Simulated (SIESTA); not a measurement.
Runs of SIESTA 5.4.2 on Hf. It takes space group Pm-3m (No. 221, cubic). The conventional cell has a = 2.914 Å, b = 2.914 Å, c = 2.914 Å, α = 90.00°, β = 90.00°, γ = 90.00°. Hf (site symmetry m-3m) is surrounded by 6 Hf at 2.91 Å. The cell was built by a generator and needn't be a form met in nature.

```csv
level,potentials or basis,gap on the mesh (eV),pressure (GPa),relaxed volume (Å³/atom)
RPBE,"PseudoDojo 0.4 standard (PBE files), DZP (energy shift 0.003 Ry; two zetas on semicore shells)",none,0.0,(b)
WC,"PseudoDojo 0.4 standard (PBEsol files), DZP (energy shift 0.003 Ry; two zetas on semicore shells)",none,0.1,23.68
BLYP,"PseudoDojo 0.4 standard (PBE files), DZP (energy shift 0.003 Ry; two zetas on semicore shells)",none,-0.1,(a)
revPBE,"PseudoDojo 0.4 standard (PBE files), DZP (energy shift 0.003 Ry; two zetas on semicore shells)",none,0.0,25.40
PBEsol,"PseudoDojo 0.4 standard (PBEsol files), DZP (energy shift 0.003 Ry; two zetas on semicore shells)",none,0.0,23.68
AM05,"PseudoDojo 0.4 standard (PBEsol files), DZP (energy shift 0.003 Ry; two zetas on semicore shells)",none,-0.1,23.71
LDA,"PseudoDojo 0.4 standard (LDA files), DZP (energy shift 0.003 Ry; two zetas on semicore shells)",none,0.1,22.48
PW91,"PseudoDojo 0.4 standard (PBE files), DZP (energy shift 0.003 Ry; two zetas on semicore shells)",none,0.0,-
```

Alike in all rows: task relaxation of cell and atoms; no spin polarisation; cell relaxed; k mesh 9 × 9 × 9; smearing fermi-dirac 0.05 eV; grid cutoff 800 Ry; energy shift 0.003 Ry.

Task: Estimate the missing entries.

Result: (a) 25.58; (b) 25.62.

Caveats: short orbitals over semicore shells can move pressures by several GPa; the basis of atomic orbitals isn't converged, which shifts pressures, moduli and gaps; the potentials were made for another functional, which shifts forces and pressure (some runs); the relaxation stopped at its first step, so nothing moved (some runs).

A k mesh can miss the band edges, and the runs leave out spin-orbit coupling on Hf.

A gap of «none» marks a metal or a gap under the smearing width.

Runs at the PBE level aren't shown here.
